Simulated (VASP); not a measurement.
A run of VASP 6.6.1 is set up as follows.

The input INCAR:

```
PREC     = Accurate       # precision mode
ENCUT    = 520            # plane-wave cutoff, eV
EDIFF    = 1E-6           # SCF threshold, eV
ISMEAR   = -1             # smearing method
SIGMA    = 0.01           # smearing width, eV
LREAL    = False          # projectors in reciprocal space
LASPH    = True           # aspherical terms in the spheres
NELM     = 150            # most SCF steps
ALGO     = Normal         # electronic algorithm
ISIF     = 2              # what is computed and relaxed
LWAVE    = False          # write WAVECAR
LCHARG   = False          # write CHGCAR
ISPIN    = 2              # spin polarisation
MAGMOM   = 1 1            # initial moments
LORBIT   = 11             # projections on sites
GGA      = PS             # functional
NBANDS   = 17             # bands
```

Contents of KPOINTS:

```
regular mesh
0
Gamma
  1 1 1
```

The input POSCAR:

```
O
1.0
    9.0000000000      0.0000000000      0.0000000000
    0.0000000000      9.2000000000      0.0000000000
    0.0000000000      0.0000000000     10.2000000000
O
2
Direct
    0.5000000000      0.5000000000      0.4406793452
    0.5000000000      0.5000000000      0.5593206548
```

Potentials or basis: VASP PAW PBE potentials, release 64 (O).

Run with:

```sh
$ cat potpaw_PBE.64/O/POTCAR > POTCAR
$ mpirun -np 1 vasp_gam > vasp.out
```

**Question.** Estimate the band gap on the k mesh.

**Answer.** 2.26 eV, direct.

**Question.** What does it give for the largest force?

**Answer.** 1.370 eV/Å.

**Question.** What does it give for the net moment?

**Answer.** 2.00 μB per cell.

Forces in eV/Å, atoms in the order of the input:
```
O    0.000  0.000 -1.370
O    0.000  0.000  1.370
```

Caveat: the standard files for N, O and F lose accuracy on very short bonds; the PAW data sets were made with another functional, which shifts forces and pressure a little. Expect the measured gap to be larger: semilocal functionals such as PBEsol lack the derivative discontinuity.
